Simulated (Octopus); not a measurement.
**BP under changes of volume**

One of the cells (11.682 Å³/atom); the others are scaled copies at fixed shape and fractional positions:

```xyz
2
Lattice="0.0000 2.2690 2.2690 2.2690 0.0000 2.2690 2.2690 2.2690 0.0000" Properties=species:S:1:pos:R:3 pbc="T T T"
P     3.4035    3.4035    3.4035
B     0.0000    0.0000    0.0000
```

| Quantity | Value |
| --- | --- |
| Program | Octopus 16.4 |
| Functional | PBEsol |
| Potentials or basis | pseudodojo_pbesol (PseudoDojo 0.4, PBEsol) |
| Grid spacing | 0.140 Å |
| k mesh | 10 × 10 × 10 |
| Occupations | fermi-dirac, width 0.05 eV |
| Spin | no spin polarisation |

```csv
volume (Å³/atom),energy over the lowest point (meV/atom),gap on the mesh (eV)
10.981,14.80,1.06
11.214,5.19,1.09
11.448,0.00,1.11
11.682,0.29,1.14
11.915,4.92,1.16
12.149,13.97,1.19
12.383,?,?
```

What does the run at 12.383 Å³/atom give?

Energy over the lowest point 27.31 meV/atom; gap on the mesh 1.21 eV.

Worked out: A Birch-Murnaghan fit of order 3 (a polynomial in V^(-2/3)) to the other rows has its minimum at 11.56 Å³/atom with B0 = V·E''(V) = 161 GPa (rough, since the energies scatter). It gives 27.37 meV/atom at 12.383 Å³/atom, against the run's 27.31. A straight line through the other rows of the gap, of slope 1.26 eV per unit of ln V, extrapolates to 1.21 eV, against the run's 1.21.

Energies are extrapolated to zero smearing.

A mesh can miss the band edges.
